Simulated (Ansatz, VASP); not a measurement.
MgO: VASP beside Ansatz

File INCAR:

```
SYSTEM = MgO
  ALGO = Normal
  EDIFF = 1E-6
  ENCUT = 520
  GGA = PS
  ISIF = 2
  ISMEAR = 0
  LASPH = .TRUE.
  LCHARG = .FALSE.
  LREAL = .FALSE.
  LWAVE = .FALSE.
  NBANDS = 16
  NELM = 100
  PREC = Accurate
  SIGMA = 0.05
```

KPOINTS

```
k-points
0
G
  9 9 6
  0 0 0
```

File POSCAR:

```
MgO
1.0
    3.6115527018      0.0000000000      0.0000000000
   -1.8057763509      3.1276963869      0.0000000000
    0.0000000000      0.0000000000      3.6137196334
Mg O
2 2
Direct
    0.6666666667      0.3333333333      0.7500000000
    0.3333333333      0.6666666667      0.2500000000
    0.6666666667      0.3333333333      0.2500000000
    0.3333333333      0.6666666667      0.7500000000
```

Input for Ansatz:

```yaml
crystal:
  lattice:
    - [3.6115527018, 0.0, 0.0]
    - [-1.8057763509, 3.1276963869, 0.0]
    - [0.0, 0.0, 3.6137196334]
  atoms:
    - { symbol: Mg, position: [0.6666666667, 0.3333333333, 0.75] }
    - { symbol: Mg, position: [0.3333333333, 0.6666666667, 0.25] }
    - { symbol: O, position: [0.6666666667, 0.3333333333, 0.25] }
    - { symbol: O, position: [0.3333333333, 0.6666666667, 0.75] }
basis:
  ecutwfc: 520.0
kpoints:
  mp_grid: { grid: [9, 9, 6] }
hamiltonian:
  xc: pbesol
  pseudopotentials: { kind: paw, azcp: { folder: soft_1 } }
scf:
  occupations: { method: gaussian, width: 0.05 }
output:
  forces: true
  stress: true
  eigenvalues: true
```

Alike in both runs: task single point; functional PBEsol; k mesh 9 × 9 × 6; occupations gaussian, width 0.05 eV; no spin polarisation.

```csv
,VASP,Ansatz
version,VASP 6.6.1,Ansatz 0.2.0
potentials or method,"VASP PAW PBE potentials, release 64 (Mg, O)","scalar-relativistic, plane waves, PAW"
plane-wave cutoff (eV),520,520
valence electrons in the cell,16,32
```

```tsv
	VASP	Ansatz	Ansatz less VASP
gap on the k mesh at the Fermi level (eV)	3.67	3.68	+0.014
least direct gap on the mesh (eV)	3.69	3.70	+0.009
pressure (GPa)	27.6	27.3	-0.22
largest component of the traceless stress (GPa)	49.43	48.20	-1.231
```

The two sets of potentials don't hold the same shells in valence. Ansatz warned: «pseudo_functional_mismatch».

Caveats: so large a pressure means that the cell lies far from this level's equilibrium, or that cutoff or potentials fall short (VASP); the potentials were made for another functional, which shifts forces and pressure (VASP); an odd mesh through Γ misses points on the zone boundary, where band edges often lie.
